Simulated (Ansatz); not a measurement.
SiO₂: checking a database structure before trusting its electric field gradients

The cell is a computed structure from the Materials Project (it need not be an observed phase), taken as it stands.

Space group I-42m (No. 121); a = 12.9581, c = 5.1360 Å.

```csv
site,Wyckoff,site symmetry,x,y,z
Si1,8i,..m,0.1998,0.1998,0.7289
Si3,8g,.2.,0.1544,0.0000,0.5000
O9,8i,..m,0.4206,0.4206,0.8328
O10,16j,1,0.5752,0.2775,0.8105
O11,8i,..m,0.2339,0.2339,0.0184
```

One atom of each set is listed; the run and its k-mesh use a cell of 24 atoms with edges of 9.52, 9.52, 9.52 Å.

All values are calculated (Ansatz; DFT, PBE, plane waves and PAW (field gradients read without the response of the frozen cores, which leaves them typically 4 to 6 % off), scalar-relativistic, 420 eV cutoff, Γ-centred 4×4×4 k-points, Fermi–Dirac smearing 0.02 eV), not measured.

Problem. Do the atoms and the cell lie near the calculated equilibrium?

Solution. Yes. The largest force is 0.060 eV/Å, on atom 1 (Si: 4 O at 1.61–1.65 Å), and the pressure is -0.1 GPa.
